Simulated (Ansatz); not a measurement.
GeO₂:
```cif
data_Ge3O6
_chemical_formula_sum 'Ge3 O6'
_space_group_name_H-M_alt 'P 1'
_space_group_IT_number 1
_cell_length_a 4.88953
_cell_length_b 4.88953
_cell_length_c 5.61458
_cell_angle_alpha 90.000
_cell_angle_beta 90.000
_cell_angle_gamma 120.000
loop_
_space_group_symop_operation_xyz
  'x, y, z'
loop_
_atom_site_label
_atom_site_type_symbol
_atom_site_fract_x
_atom_site_fract_y
_atom_site_fract_z
_atom_site_occupancy
Ge1 Ge 0.44588 0.00000 0.66667 1
Ge2 Ge 0.00000 0.44588 0.33333 1
Ge3 Ge 0.55412 0.55412 0.00000 1
O1 O 0.39137 0.31126 0.75139 1
O2 O 0.31126 0.39137 0.24861 1
O3 O 0.68874 0.08011 0.41806 1
O4 O 0.60863 0.91989 0.91527 1
O5 O 0.91989 0.60863 0.08473 1
O6 O 0.08011 0.68874 0.58194 1
```

Relaxed with LDA.

Which orbitals make up the states near the band edges in plane-wave PAW LDA (Ansatz code)?

Top 1 eV of the valence band: O 2p 96 %. Bottom 1 eV of the conduction band: Ge 4s 48 %, O 2p 23 %, O 2s 20 %, Ge 4p 6 %. Projections are on Löwdin-orthogonalised atomic valence shells; empty p or d shells of many metals are not among them.

Tabulate the density of states.

States/eV per cell of 9 atoms, in 0.25 eV bins, energy from the valence-band maximum.

```tsv
E (eV)	total	O 2p	Ge 4p	Ge 4s
-7.85	0.69	0.39	0.03	0.21
-7.60	0.48	0.28	0.03	0.14
-7.35	0.98	0.57	0.07	0.26
-7.10	2.87	1.67	0.22	0.70
-6.85	2.47	1.45	0.20	0.58
-6.60	0.72	0.43	0.07	0.16
-6.35	0.36	0.22	0.04	0.07
-6.10	1.19	0.74	0.14	0.20
-5.85	3.09	1.94	0.39	0.49
-5.60	1.95	1.24	0.28	0.27
-5.35	1.09	0.71	0.20	0.11
-5.10	0.73	0.49	0.17	0.04
-4.85	0.43	0.30	0.11	0.01
-4.60	8.28	5.99	2.06	0.04
-4.35	6.33	4.66	1.46	0.04
-4.10	5.35	3.98	1.18	0.03
-3.85	2.35	1.79	0.48	0.01
-3.60	1.25	0.97	0.24	0.01
-3.35	0.03	0.03	0.01	0.00
-3.10	0.00	0.00	0.00	0.00
-2.85	4.76	3.72	0.64	0.05
-2.60	5.67	4.47	0.68	0.07
-2.35	5.95	4.81	0.56	0.10
-2.10	6.44	5.47	0.49	0.06
-1.85	4.39	3.84	0.28	0.02
-1.60	8.94	7.97	0.41	0.06
-1.35	6.05	5.56	0.18	0.03
-1.10	7.54	6.99	0.23	0.02
-0.85	9.71	9.13	0.22	0.02
-0.60	11.46	11.01	0.17	0.02
-0.35	12.92	12.55	0.13	0.01
-0.10	12.16	11.92	0.07	0.01
0.15	0.00	0.00	0.00	0.00
0.40	0.00	0.00	0.00	0.00
0.65	0.00	0.00	0.00	0.00
0.90	0.00	0.00	0.00	0.00
1.15	0.00	0.00	0.00	0.00
1.40	0.00	0.00	0.00	0.00
1.65	0.00	0.00	0.00	0.00
1.90	0.00	0.00	0.00	0.00
2.15	0.00	0.00	0.00	0.00
2.40	0.00	0.00	0.00	0.00
2.65	0.00	0.00	0.00	0.00
2.90	0.00	0.00	0.00	0.00
3.15	0.00	0.00	0.00	0.00
3.40	0.00	0.00	0.00	0.00
3.65	0.06	0.01	0.00	0.03
3.90	0.15	0.03	0.01	0.08
4.15	0.24	0.06	0.02	0.12
4.40	0.34	0.08	0.03	0.16
4.65	0.46	0.12	0.04	0.21
4.90	0.63	0.16	0.06	0.28
5.15	0.89	0.23	0.09	0.39
5.40	1.40	0.37	0.16	0.61
5.65	2.44	0.65	0.28	1.09
5.90	1.64	0.44	0.19	0.74
6.15	0.47	0.13	0.07	0.18
6.40	1.32	0.36	0.23	0.52
6.65	4.11	1.08	0.76	1.61
6.90	1.36	0.35	0.27	0.52
7.15	1.60	0.37	0.46	0.51
7.40	2.25	0.53	0.65	0.71
7.65	1.81	0.45	0.51	0.58
7.90	1.39	0.32	0.44	0.40
8.15	1.20	0.18	0.58	0.20
```

Space group P3_221. The cell was relaxed with LDA under the symmetry of its start; phonons on a q-mesh show no instability. Spin–orbit coupling is left out wherever it is not named.

Potentials: the later of the program's two PAW sets.
